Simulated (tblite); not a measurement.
**SiC at GFN2-xTB (tblite): moving one setting at a time**

Aim: start from a run with usual settings and see what each changed setting does to the results.

Program: tblite 0.8.0. Level of theory: GFN2-xTB (tblite), atoms fixed, no spin polarisation. These are calculated values, not measurements.

### 1 The starting structure

It takes space group F-43m (No. 216, cubic). The conventional cell has a = 4.356 Å, b = 4.356 Å, c = 4.356 Å, α = 90.00°, β = 90.00°, γ = 90.00°. Si (site symmetry -43m) is surrounded by 4 C at 1.89 Å. Around C (site symmetry -43m) lie 4 Si at 1.89 Å.

Coordinates:

```
Si C
1.0
     0.00000    2.17805    2.17805
     2.17805    0.00000    2.17805
     2.17805    2.17805    0.00000
Si C
1 1
Direct
  0.00000 0.00000 0.00000
  0.25000 0.25000 0.25000
```

The structure type (zincblende) is imposed and need not be the compound's stable one.

### 2 The reference run

Input file run.py:

```python
import json
from ase import Atoms
from ase.build import make_supercell
from ase.units import Bohr, GPa, Hartree
from tblite.interface import Calculator

atoms = Atoms(['Si', 'C'],
              cell=[[0.0, 2.178052, 2.178052], [2.178052, 0.0, 2.178052], [2.178052, 2.178052, 0.0]],
              scaled_positions=[[-0.0, 0.0, 0.0], [0.25, 0.25, 0.25]],
              pbc=True)
cluster = make_supercell(atoms, [[-2, 2, 2], [-2, -2, 2], [2, -2, 2]])
calc = Calculator('GFN2-xTB', cluster.numbers, cluster.positions / Bohr, lattice=cluster.cell[:] / Bohr, periodic=cluster.pbc)
calc.set('temperature', 0.02 / Hartree)
calc.set('max-iter', 150)
res = calc.singlepoint()
levels = res.get('orbital-energies') * Hartree
nv = round(res.get('orbital-occupations').sum() / 2)
cells = len(cluster) // len(atoms)
out = {'energy_per_cell': res.get('energy') * Hartree / cells, 'homo': levels[nv - 1], 'lumo': levels[nv],
       'stress': (-res.get('virial') * Hartree / cluster.get_volume() / GPa).tolist(), 'charges': res.get('charges')[:len(atoms)].tolist(), 'electrons': 2 * nv / cells}
json.dump(out, open('results.json', 'w'))
for key, value in out.items():
    print(key, value)
```

The run is started by

```bash
python run.py
```

The log of the run:

```text
------------------------------------------------------------
  cycle        total energy    energy error   density error
------------------------------------------------------------
      1     -111.9592316630  -1.1380782E+02   3.5278545E-01
      2     -111.8835058397   7.5725823E-02   3.8936980E-01
      3     -123.2608283071  -1.1377322E+01   2.8983529E-02
      4     -123.2985575081  -3.7729201E-02   1.4135781E-02
      5     -123.2932819635   5.2755447E-03   1.2840318E-02
      6     -123.3031390055  -9.8570420E-03   5.5316533E-04
      7     -123.3031368888   2.1166675E-06   5.9289589E-04
      8     -123.3031530045  -1.6115707E-05   3.0648261E-04
      9     -123.3031586359  -5.6314157E-06   4.3663400E-06
     10     -123.3031586376  -1.6733281E-09   1.0331115E-06
------------------------------------------------------------

 total:                                   9.641 sec
energy_per_cell -104.85155774097156
homo -9.15601932942353
lumo -6.775562059451165
stress [[4.314237934590191, -1.250200186734791e-06, 1.2502001975137141e-06], [-1.2502001864401833e-06, 4.314237934589884, 1.2502002040290304e-06], [1.2502001950943293e-06, 1.2502002053102753e-06, 4.314237934589838]]
charges [0.3477712879500737, -0.34776888987183163]
electrons 8.0
```

Wall time 11 s (1 thread of Arm Neoverse N1, shared host); peak memory 0.12 GiB.

Gap 2.38 eV; pressure 4.3 GPa. The 64 atoms of the cluster fold only a few k-points onto the zone centre, so gap and energy may not be converged in the cluster's size.

### 3 Change: temperature = 0.001

Edit run.py of step 2 so:

```diff
@@ -12,3 +12,3 @@
 calc = Calculator('GFN2-xTB', cluster.numbers, cluster.positions / Bohr, lattice=cluster.cell[:] / Bohr, periodic=cluster.pbc)
-calc.set('temperature', 0.02 / Hartree)
+calc.set('temperature', 0.001 / Hartree)
 calc.set('max-iter', 150)
```

The run is started by

```bash
python run.py
```

The log of the run:

```text
------------------------------------------------------------
  cycle        total energy    energy error   density error
------------------------------------------------------------
      1     -111.9592316630  -1.1380782E+02   3.5278545E-01
      2     -111.8835058397   7.5725823E-02   3.8936980E-01
      3     -123.2608283071  -1.1377322E+01   2.8983529E-02
      4     -123.2985575081  -3.7729201E-02   1.4135781E-02
      5     -123.2932819635   5.2755447E-03   1.2840318E-02
      6     -123.3031390055  -9.8570420E-03   5.5316533E-04
      7     -123.3031368888   2.1166675E-06   5.9289589E-04
      8     -123.3031530045  -1.6115707E-05   3.0648261E-04
      9     -123.3031586359  -5.6314157E-06   4.3663400E-06
     10     -123.3031586376  -1.6733566E-09   1.0331115E-06
------------------------------------------------------------

 total:                                   9.652 sec
energy_per_cell -104.85155774097154
homo -9.156019329423538
lumo -6.77556205945118
stress [[4.314237934590284, -1.2502001702164376e-06, 1.2502002260174346e-06], [-1.2502001683818821e-06, 4.3142379345898085, 1.2502002327739276e-06], [1.2502002234228011e-06, 1.2502002334135456e-06, 4.314237934589852]]
charges [0.3477712879501047, -0.34776888987182275]
electrons 8.0
```

It took 11 s on 1 thread of Arm Neoverse N1, shared host; peak memory 0.12 GiB.

Against the reference run the gap moves by 0.00 eV and the energy by 0.0 meV/atom.

### 4 Change: mixer-damping = 0.1

Edit run.py of step 3 so:

```diff
@@ -12,4 +12,5 @@
 calc = Calculator('GFN2-xTB', cluster.numbers, cluster.positions / Bohr, lattice=cluster.cell[:] / Bohr, periodic=cluster.pbc)
-calc.set('temperature', 0.001 / Hartree)
+calc.set('temperature', 0.02 / Hartree)
 calc.set('max-iter', 150)
+calc.set('mixer-damping', 0.1)
 res = calc.singlepoint()
```

The run is started by

```bash
python run.py
```

The log of the run:

```text
------------------------------------------------------------
  cycle        total energy    energy error   density error
------------------------------------------------------------
      1     -111.9592316630  -1.1380782E+02   3.5278545E-01
      2     -119.5858652687  -7.6266336E+00   1.9810391E-01
      3     -123.2390765772  -3.6532113E+00   3.9201859E-02
      4     -123.2811646661  -4.2088089E-02   2.7798619E-02
      5     -123.2308421765   5.0322490E-02   3.2797006E-02
      6     -123.2393473730  -8.5051965E-03   3.1355597E-02
      7     -123.3026083118  -6.3260939E-02   2.9186295E-03
      8     -123.3030054781  -3.9716630E-04   1.5282589E-03
      9     -123.3031585502  -1.5307214E-04   7.4931312E-05
     10     -123.3031586288  -7.8615400E-08   1.2423984E-05
------------------------------------------------------------

 total:                                   9.660 sec
energy_per_cell -104.85155773352325
homo -9.156056468284643
lumo -6.77563368340381
stress [[4.313950207834428, -1.2499689654558419e-06, 1.2499689011749359e-06], [-1.249968966886935e-06, 4.31395020783433, 1.2499689004422047e-06], [1.2499689003342898e-06, 1.2499689020918196e-06, 4.313950207834229]]
charges [0.34773766991320515, -0.34774011163764307]
electrons 8.0
```

Run time: 11 s. Hardware: 1 thread of Arm Neoverse N1, shared host; peak memory 0.12 GiB.

Against the reference run the gap moves by 0.00 eV and the energy by 0.0 meV/atom.

### 5 Change: method = IPEA1-xTB

Edit run.py of step 4 so:

```diff
@@ -11,6 +11,5 @@
 cluster = make_supercell(atoms, [[-2, 2, 2], [-2, -2, 2], [2, -2, 2]])
-calc = Calculator('GFN2-xTB', cluster.numbers, cluster.positions / Bohr, lattice=cluster.cell[:] / Bohr, periodic=cluster.pbc)
+calc = Calculator('IPEA1-xTB', cluster.numbers, cluster.positions / Bohr, lattice=cluster.cell[:] / Bohr, periodic=cluster.pbc)
 calc.set('temperature', 0.02 / Hartree)
 calc.set('max-iter', 150)
-calc.set('mixer-damping', 0.1)
 res = calc.singlepoint()
```

The run is started by

```bash
python run.py
```

The log of the run:

```text
------------------------------------------------------------
  cycle        total energy    energy error   density error
------------------------------------------------------------
      1     -136.3416915115  -1.3789936E+02   8.4049769E-01
      2     -132.6085468427   3.7331447E+00   4.6767868E-01
      3     -126.4472285854   6.1613183E+00   6.1670422E-01
      4     -139.0935895034  -1.2646361E+01   8.6936682E-03
      5     -139.0943413602  -7.5185684E-04   1.8209823E-03
      6     -139.0943915991  -5.0238922E-05   4.9399656E-05
      7     -139.0943916858  -8.6652989E-08   7.4654711E-06
------------------------------------------------------------

 total:                                   9.246 sec
energy_per_cell -118.27972456207672
homo -7.686174715873486
lumo -6.091286837492769
stress [[12.861324991425551, -2.5114489623194795e-12, 1.1895501036370176e-11], [-2.513710961077002e-12, 12.861324991430743, 1.0953416774996989e-11], [1.1897654756062134e-11, 1.0953980460327775e-11, 12.861324991448056]]
charges [0.09099220568796562, -0.0909922056849532]
electrons 8.0
```

It took 10 s on 1 thread of Arm Neoverse N1, shared host; peak memory 0.12 GiB.

Totals of another method or basis aren't compared here.

### 6 Change: charge = 2.0

Edit run.py of step 5 so:

```diff
@@ -11,3 +11,3 @@
 cluster = make_supercell(atoms, [[-2, 2, 2], [-2, -2, 2], [2, -2, 2]])
-calc = Calculator('IPEA1-xTB', cluster.numbers, cluster.positions / Bohr, lattice=cluster.cell[:] / Bohr, periodic=cluster.pbc)
+calc = Calculator('GFN2-xTB', cluster.numbers, cluster.positions / Bohr, lattice=cluster.cell[:] / Bohr, charge=2.0, periodic=cluster.pbc)
 calc.set('temperature', 0.02 / Hartree)
```

The run is started by

```bash
python run.py
```

The log of the run:

```text
------------------------------------------------------------
  cycle        total energy    energy error   density error
------------------------------------------------------------
      1     -111.9498131710  -1.1379840E+02   3.3686184E-01
      2     -111.6792859357   2.7052724E-01   3.7889797E-01
      3     -122.5439854012  -1.0864699E+01   2.3883151E-02
      4     -122.5663543259  -2.2368925E-02   1.2709334E-02
      5     -122.5630438179   3.3105080E-03   8.7714719E-03
      6     -122.5676166581  -4.5728402E-03   2.8480617E-04
      7     -122.5676180971  -1.4389845E-06   2.2312597E-04
      8     -122.5676190649  -9.6785465E-07   1.7038517E-04
      9     -122.5676209641  -1.8992013E-06   7.1599887E-06
     10     -122.5676209673  -3.1412100E-09   2.3714460E-06
------------------------------------------------------------

 total:                                   9.632 sec
energy_per_cell -104.22608900715721
homo -10.936523567416573
lumo -10.93652356741657
stress [[3.3644641363890133, -1.149948916078817e-06, 1.149948883789127e-06], [-1.1499489139741195e-06, 3.3644641363887997, 1.1499488856494832e-06], [1.1499488823797785e-06, 1.1499488837112713e-06, 3.3644641363888304]]
charges [0.36910053027418976, -0.30659720529258183]
electrons 7.9375
```

Run time: 11 s. Hardware: 1 thread of Arm Neoverse N1, shared host; peak memory 0.12 GiB.

A charged periodic cell is another system, so nothing is compared.

### 7 Change: cluster = 1x1x1

Edit run.py of step 6 so:

```diff
@@ -10,4 +10,4 @@
               pbc=True)
-cluster = make_supercell(atoms, [[-2, 2, 2], [-2, -2, 2], [2, -2, 2]])
-calc = Calculator('GFN2-xTB', cluster.numbers, cluster.positions / Bohr, lattice=cluster.cell[:] / Bohr, charge=2.0, periodic=cluster.pbc)
+cluster = make_supercell(atoms, [[-1, 1, 1], [-1, -1, 1], [1, -1, 1]])
+calc = Calculator('GFN2-xTB', cluster.numbers, cluster.positions / Bohr, lattice=cluster.cell[:] / Bohr, periodic=cluster.pbc)
 calc.set('temperature', 0.02 / Hartree)
```

The run is started by

```bash
python run.py
```

The log of the run:

```text
------------------------------------------------------------
  cycle        total energy    energy error   density error
------------------------------------------------------------
      1     -13.64486643000  -1.3875940E+01   3.8994668E-01
      2     -13.41238731855   2.3247911E-01   4.1813293E-01
      3     -15.15660602754  -1.7442187E+00   7.9934354E-02
      4     -15.18449668009  -2.7890653E-02   5.1929465E-02
      5     -15.19575402542  -1.1257345E-02   2.6035104E-02
      6     -15.20154684847  -5.7928231E-03   1.9888327E-03
      7     -15.20154649227   3.5619691E-07   1.6024575E-03
      8     -15.20156354570  -1.7053425E-05   6.5201965E-04
      9     -15.20156724684  -3.7011437E-06   3.7637761E-05
     10     -15.20156725841  -1.1566586E-08   1.0970731E-05
------------------------------------------------------------

 total:                                   1.348 sec
energy_per_cell -103.4139287109925
homo -9.54438324841112
lumo -7.169762794266695
stress [[28.607388487428846, -3.0542371794098905e-06, 3.0542373287702903e-06], [-3.054237185262228e-06, 28.607388487428675, 3.054237228026738e-06], [3.0542373306035745e-06, 3.0542372273613874e-06, 28.607388487429514]]
charges [0.3249888662639071, -0.3249869681950055]
electrons 8.0
```

It took 2.5 s on 1 thread of Arm Neoverse N1, shared host; peak memory 0.092 GiB.

Against the reference run the gap moves by -0.01 eV and the energy by +718.8 meV/atom. One cell at the zone centre alone can't describe the crystal.

### 8 Results

| change | ends | gap (eV) | energy (meV/atom) | pressure (GPa) | time |
| --- | --- | --- | --- | --- | --- |
| none | converged | 2.38 | 0 | 4.3 | 11 s |
| temperature = 0.001 | converged | 0.00 | 0.0 | 0.0 | 11 s |
| mixer-damping = 0.1 | converged | 0.00 | 0.0 | 0.0 | 11 s |
| method = IPEA1-xTB | converged | -0.79 | – | +8.5 | 10 s |
| charge = 2.0 | converged | – | – | – | 11 s |
| cluster = 1x1x1 | converged | -0.01 | +718.8 | +24.3 | 2.5 s |

The first row holds values, the others changes from it. Keys are the program's: temperature in eV (tblite) or K (CP2K), cutoffs in Ry, CUTOFP in Å. Among the numerical settings, cluster = 1x1x1 moves the energy most (+718.8 meV/atom). The changed runs test settings; they are no properties of the crystal.
